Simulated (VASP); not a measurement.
# C (P6_3/mmc) in VASP: a series of runs, part 2 of 2

VASP 6.6.1.

### 5 Single point, optB86b-vdW

The input, INCAR:

```
AGGAC = 0.0
ALGO = Fast
EDIFF = 1E-6
ENCUT = 520
GGA = MK
ISIF = 2
ISMEAR = -1
LASPH = True
LCHARG = False
LREAL = False
LUSE_VDW = True
LWAVE = False
NELM = 60
PARAM1 = 0.1234
PARAM2 = 1.0
PREC = Accurate
SIGMA = 0.05
```

The input, KPOINTS:

```
k-points
0
Gamma
  16 16 4
```

The input, POSCAR:

```
C
1.0
    2.4610000000      0.0000000000      0.0000000000
   -1.2305000000      2.1312885187      0.0000000000
    0.0000000000      0.0000000000      6.1713600000
C
4
Direct
    0.0000000000      0.0000000000      0.2500000000
    0.3333333333      0.6666666667      0.2500000000
    0.0000000000      0.0000000000      0.7500000000
    0.6666666667      0.3333333333      0.7500000000
```

Potentials or basis: VASP PAW PBE potentials, release 64 (C).

The run is started by

```bash
cat potpaw_PBE.64/C/POTCAR > POTCAR
mpirun -np 1 vasp_std > vasp.out
```

OUTCAR:

```text
EDIFF = 1E-6
   ENCUT = 520
   GGA = MK
   ISIF = 2
   ISMEAR = -1
   LASPH = True
   LREAL = False
   NELM = 60
   PREC = Accurate

 ion  position               nearest neighbor table
   1  0.000  0.000  0.250-   2 1.42   2 1.42   2 1.42
   2  0.333  0.667  0.250-   1 1.42   1 1.42   1 1.42
   3  0.000  0.000  0.750-   4 1.42   4 1.42   4 1.42
   4  0.667  0.333  0.750-   3 1.42   3 1.42   3 1.42

  LATTYP: Found a hexagonal cell.
 ALAT       =     2.4610000000
 C/A-ratio  =     2.5076635514

  Lattice vectors:

 A1 = (   2.4610000000,   0.0000000000,   0.0000000000)
 A2 = (  -1.2305000000,   2.1312885187,   0.0000000000)
 A3 = (   0.0000000000,   0.0000000000,   6.1713600000)

Analysis of symmetry for initial positions (statically):
=====================================================================
 Subroutine PRICEL returns:
 Original cell was already a primitive cell.

 Routine SETGRP: Setting up the symmetry group for a
 hexagonal supercell.

 Subroutine GETGRP returns: Found 24 space group operations
 (whereof 12 operations were pure point group operations)
 out of a pool of 24 trial point group operations.

The static configuration has the point symmetry D_3d.
[... 183 lines left out ...]
      5       2.3737      2.00000
      6       2.3737      2.00000
      7       2.4159      2.00000
      8       2.4159      2.00000
      9      10.3810      0.00000
     10      13.7782      0.00000
     11      13.8474      0.00000
     12      13.8846      0.00000
[... 331 lines left out ...]
 k-point    24 :       0.2500    0.1875    0.0000
  band No.  band energies     occupation
      1     -10.9466      2.00000
      2     -10.4863      2.00000
      3      -4.3691      2.00000
      4      -4.1721      2.00000
      5      -2.5092      2.00000
      6      -2.3646      2.00000
      7       0.4932      2.00000
      8       2.9524      2.00000
      9       8.9516      0.00000
     10       9.9423      0.00000
     11      14.3536      0.00000
     12      15.8793      0.00000

 [... further k-points ...]
[... 5 lines left out ...]
  --------------------------------------------------------------------------------------
  -------------------------------------------------------------------------------------
  Total        0.6448482      0.6448482      0.9214653      0.0000000      0.0000000     -0.0000000
  in kB       31.9178292     31.9178292     45.6094502      0.0000000      0.0000000     -0.0000000
  external PRESSURE =      36.4817028 kB  Pullay stress =       0.0000000 kB

 VOLUME and BASIS-vectors are now :
 -----------------------------------------------------------------------------
  energy-cutoff  :      520.00
  volume of cell :       32.37
      direct lattice vectors                 reciprocal lattice vectors
     2.461000000  0.000000000  0.000000000     0.406338887  0.234599866  0.000000000
    -1.230500000  2.131288519  0.000000000     0.000000000  0.469199731  0.000000000
     0.000000000  0.000000000  6.171360000     0.000000000  0.000000000  0.162038837

 POSITION                                       TOTAL-FORCE (eV/Angst)
 -----------------------------------------------------------------------------------
      0.00000      0.00000      1.54284         0.000000      0.000000     -0.000000
     -0.00000      1.42086      1.54284        -0.000000      0.000000      0.000000
      0.00000      0.00000      4.62852        -0.000000     -0.000000     -0.000000
      1.23050      0.71043      4.62852         0.000000     -0.000000     -0.000000
 -----------------------------------------------------------------------------------
    total drift:                                0.000000     -0.000000      0.000000

  FREE ENERGIE OF THE ION-ELECTRON SYSTEM (eV)
  ---------------------------------------------------
  free  energy   TOTEN  =       -32.5162365111 eV

  energy  without entropy=      -32.5158650264  energy(sigma->0) =      -32.51605077

Total vdW correction in eV:      2.0662652
```

OSZICAR:

```text
N       E                     dE             d eps       ncg     rms          rms(c)
DAV:   1     0.489653145932E+02    0.48965E+02   -0.84914E+03  2160   0.125E+03
DAV:   2    -0.314067572842E+02   -0.80372E+02   -0.73913E+02  3016   0.231E+02
DAV:   3    -0.347537471406E+02   -0.33470E+01   -0.33224E+01  2792   0.471E+01
DAV:   4    -0.347913051932E+02   -0.37558E-01   -0.37510E-01  2664   0.576E+00
DAV:   5    -0.347920978582E+02   -0.79266E-03   -0.79251E-03  2656   0.806E-01    0.905E+00
RMM:   6    -0.330376136439E+02    0.17545E+01   -0.16369E+00  2222   0.905E+00    0.526E+00
RMM:   7    -0.325069647328E+02    0.53065E+00   -0.28500E+00  2352   0.124E+01    0.130E+00
RMM:   8    -0.325400949149E+02   -0.33130E-01   -0.29552E-01  2325   0.411E+00    0.848E-01
RMM:   9    -0.325146888000E+02    0.25406E-01   -0.73037E-02  2531   0.217E+00    0.894E-02
RMM:  10    -0.325159508444E+02   -0.12620E-02   -0.12495E-02  2659   0.104E+00    0.761E-02
RMM:  11    -0.325164566186E+02   -0.50577E-03   -0.40576E-03  2615   0.545E-01    0.166E-01
RMM:  12    -0.325162217873E+02    0.23483E-03   -0.95920E-04  2567   0.263E-01    0.297E-02
RMM:  13    -0.325164484642E+02   -0.22668E-03   -0.72803E-04  2570   0.216E-01    0.133E-01
RMM:  14    -0.325164295504E+02    0.18914E-04   -0.51448E-05  2640   0.754E-02    0.129E-01
RMM:  15    -0.325164245178E+02    0.50327E-05   -0.10363E-05  2609   0.288E-02    0.131E-01
RMM:  16    -0.325162560325E+02    0.16849E-03   -0.19070E-04  3215   0.109E-01    0.324E-02
RMM:  17    -0.325162370545E+02    0.18978E-04   -0.30932E-05  2598   0.480E-02    0.102E-02
RMM:  18    -0.325162365111E+02    0.54342E-06   -0.42660E-06  2376   0.196E-02
   1 F= -.32516237E+02 E0= -.32516051E+02  d E =-.371485E-03
```

It took 33 s on 1 thread of Intel Xeon 6975P-C (Granite Rapids), shared host; peak memory 0.28 GiB.

What came out:

- Free energy: -32.5162 eV
- Pressure: 3.6 GPa
- Band gap on the k mesh: 0.27 eV, direct

Stress tensor (GPa, compression positive):
```
3.19 0.00 0.00
0.00 3.19 0.00
0.00 0.00 4.56
```

Levels at points of the mesh, in eV from the valence-band top:
```
           k point  band 5  band 6  band 7  band 8  band 9  band 10  band 11  band 12
(0.00, 0.00, 0.00)   -2.93   -2.93   -2.89   -2.89    5.08     8.47     8.54     8.58
(0.50, 0.00, 0.00)   -6.35   -6.23   -2.96   -1.92    1.71     2.58     7.27     7.99
(0.00, 0.00, 0.50)   -2.91   -2.91   -2.91   -2.91    8.52     8.52     8.52     8.52
(0.50, 0.00, 0.50)   -6.29   -6.29   -2.27   -2.27    1.73     1.73     7.62     7.62
```

Caveat: the PAW data sets were made with another functional, which shifts forces and pressure a little. A k mesh can miss the band edges.

### 6 Single point, rev-vdW-DF2

INCAR: that of step 5 with these lines changed.

```diff
@@ -14,4 +14,5 @@
 PARAM1 = 0.1234
-PARAM2 = 1.0
+PARAM2 = 0.711357
 PREC = Accurate
 SIGMA = 0.05
+ZAB_VDW = -1.8867
```

KPOINTS is that of step 5.

POSCAR is that of step 5.

Potentials or basis: VASP PAW PBE potentials, release 64 (C).

The run is started by

```bash
cat potpaw_PBE.64/C/POTCAR > POTCAR
mpirun -np 1 vasp_std > vasp.out
```

Run time: 32 s. Hardware: 1 thread of Intel Xeon 6975P-C (Granite Rapids), shared host; peak memory 0.28 GiB.

Results (log left out):

| Quantity | Value |
| --- | --- |
| Free energy | -33.1286 eV |
| Pressure | 2.9 GPa |
| Band gap on the k mesh | 0.27 eV, direct |

Stress tensor (GPa, compression positive):
```
2.19 0.00 0.00
0.00 2.19 0.00
0.00 0.00 4.37
```

Levels at points of the mesh, in eV from the valence-band top:
| k point | band 4 | band 5 | band 6 | band 7 | band 8 | band 9 | band 10 | band 11 | band 12 |
| --- | --- | --- | --- | --- | --- | --- | --- | --- | --- |
| (0.00, 0.00, 0.00) | -5.88 | -2.95 | -2.95 | -2.90 | -2.90 | 4.99 | 8.47 | 8.54 | 8.58 |
| (0.50, 0.00, 0.00) | -12.98 | -6.35 | -6.23 | -2.96 | -1.92 | 1.70 | 2.58 | 7.27 | 8.00 |
| (0.00, 0.00, 0.50) | -7.56 | -2.92 | -2.92 | -2.92 | -2.92 | 8.52 | 8.52 | 8.52 | 8.52 |
| (0.50, 0.00, 0.50) | -13.09 | -6.30 | -6.30 | -2.27 | -2.27 | 1.72 | 1.72 | 7.62 | 7.62 |

Caveat: the PAW data sets were made with another functional, which shifts forces and pressure a little. A k mesh can miss the band edges.

### 7 Overview

| level | gap on the mesh (eV) | pressure (GPa) |
| --- | --- | --- |
| vdW-DF | 0.29 | 8.8 |
| vdW-DF2 | 0.28 | 8.2 |
| optB88-vdW | 0.27 | 3.5 |
| optB86b-vdW | 0.27 | 3.6 |
| rev-vdW-DF2 | 0.27 | 2.9 |

Alike in all rows: task single point; potentials or basis VASP PAW PBE potentials, release 64 (C); no spin polarisation; cell as given; k mesh 16 × 16 × 4; cutoff (eV) 520; smearing fermi-dirac 0.05 eV.

On the cell as given the gap runs from 0.27 eV (rev-vdW-DF2) to 0.29 eV (vdW-DF). The pressure there spans 2.9 GPa (rev-vdW-DF2) to 8.8 GPa (vdW-DF); a positive pressure means that this level wants a larger cell, a negative one a smaller.

Caveats: the PAW data sets were made with another functional, which shifts forces and pressure a little.

Total energies depend on the potentials used, so only differences within one code and one set of settings carry meaning.
